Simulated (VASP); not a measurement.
Here is a VASP 6.6.1 calculation.

File INCAR:

```
PREC = Accurate
ENCUT = 900
EDIFF = 1E-8
ISMEAR = 0
SIGMA = 0.05
LREAL = F
LASPH = T
NELM = 100
ALGO = Normal
ISIF = 2
LWAVE = F
LCHARG = F
GGA = PE
ADDGRID = F
```

KPOINTS

```
Automatic mesh
0
Gamma
  12 12 7
```

Contents of POSCAR:

```
GaN
1.0
    3.1800000000      0.0000000000      0.0000000000
   -1.5900000000      2.7539607840      0.0000000000
    0.0000000000      0.0000000000      5.1660000000
Ga N
2 2
Direct
    0.6521390000      0.3316270000      0.5245870000
    0.3764220000      0.6884330000      0.0161300000
    0.6603830000      0.3218970000      0.8783140000
    0.3311160000      0.6688000000      0.3826530000
```

Potentials or basis: VASP PAW PBE potentials, release 64 (Ga, N).

The run is started by

```console
$ cat potpaw_PBE.64/Ga/POTCAR potpaw_PBE.64/N/POTCAR > POTCAR
$ mpirun -np 1 vasp_std > vasp.out
```

Question: Estimate the pressure.

Answer: 16.0 GPa.

Question: What does it give for the largest force?

Answer: 2.696 eV/Å.

Question: Estimate the band gap on the k mesh.

Answer: 1.85 eV, direct.

Stress tensor (GPa, compression positive):
```
 7.09 -3.71 -0.90
-3.71 13.93 -2.34
-0.90 -2.34 26.95
```
